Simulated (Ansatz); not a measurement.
The system is MnSb.

```xyz
2
Lattice="0.0000 2.7950 2.7950 2.7950 0.0000 2.7950 2.7950 2.7950 0.0000" Properties=species:S:1:pos:R:3 pbc="T T T"
Sb    2.7950    2.7950    2.7950
Mn    0.0000    0.0000    0.0000
```

The cell comes from a database or a generator and needn't be the stable form of this composition.

Base run:

```yaml
Program: Ansatz 0.2.0
Functional: PBEsol
Potentials_or_basis: all-electron LAPW, scalar-relativistic
Cutoff: 242 eV
Density_cutoff: 968 eV
Basis_error_allowed: 0.001 eV/atom
k_mesh: 8 × 8 × 8
Occupations: gaussian, width 0.02 eV
Spin: collinear spin, ferromagnetic start
Starting_moments: "[0.0, 4.0] μB"
```

Its results: band gap on the k mesh none (metal or under the smearing width); pressure -4.1 GPa; net moment 3.86 μB per cell; site moments Sb -0.11; Mn +3.89 μB.

The run is repeated on the same cell with these changes: functional from PBEsol to LDA. What comes out?

Band gap on the k mesh none (metal or under the smearing width); pressure -7.5 GPa; net moment 3.75 μB per cell; site moments Sb -0.09; Mn +3.76 μB.

LDA binds more tightly than PBEsol, so the same cell stands under less pressure.

Caveats: a cell with one magnetic atom can't hold antiferromagnetic order, which such compounds often take.

Not every run made on this cell is shown here.
